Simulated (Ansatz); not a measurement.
Runs of Ansatz 0.2.0 on ZrN. It takes space group Fm-3m (No. 225, cubic). The conventional cell has a = 4.600 Å, b = 4.600 Å, c = 4.600 Å, α = 90.00°, β = 90.00°, γ = 90.00°. Zr (site symmetry m-3m) is surrounded by 6 N at 2.30 Å. N (site symmetry m-3m) is surrounded by 6 Zr at 2.30 Å. 

| task | level | spin | cell | k mesh | atoms under strain | mesh quality | gap on the mesh (eV) | pressure (GPa) |
| --- | --- | --- | --- | --- | --- | --- | --- | --- |
| elastic constants | PBE | off | as given | 7 × 7 × 7 | relaxed | not flagged | none | -0.7 |
| relaxation of cell and atoms | PBE0 | off | relaxed | 5 × 5 × 5 | - | coarse | none | 0.0 |
| single point | PBE0 | SOC, no magnetisation | as given | 4 × 4 × 4 | - | coarse | none | (a) |
| elastic constants | PBEsol | off | as given | 7 × 7 × 7 | relaxed | not flagged | none | -7.7 |

Alike in all rows: potentials or basis Ansatz PAW; cutoff (eV) 420; smearing fermi-dirac 0.05 eV.

Question: Fill in the values left out.

Answer: (a) -6.2.

Caveats: some runs use coarse meshes; the PAW data sets come from PBE, with cores solved anew for the run's functional, which leaves a small shift of forces and pressure (some runs); elastic constants of metals need much finer meshes, so these are rough (some runs); the plane-wave basis is chosen anew once the cell has moved, so the energies of steps on either side of that aren't comparable (some runs); the thresholds are loose for stress (some runs); the cell is more than 3 GPa from zero pressure, which shifts response properties (some runs).

A k mesh can miss the band edges, and rows without SOC leave out spin-orbit coupling on Zr.

A gap of «none» marks a metal or a gap under the smearing width.
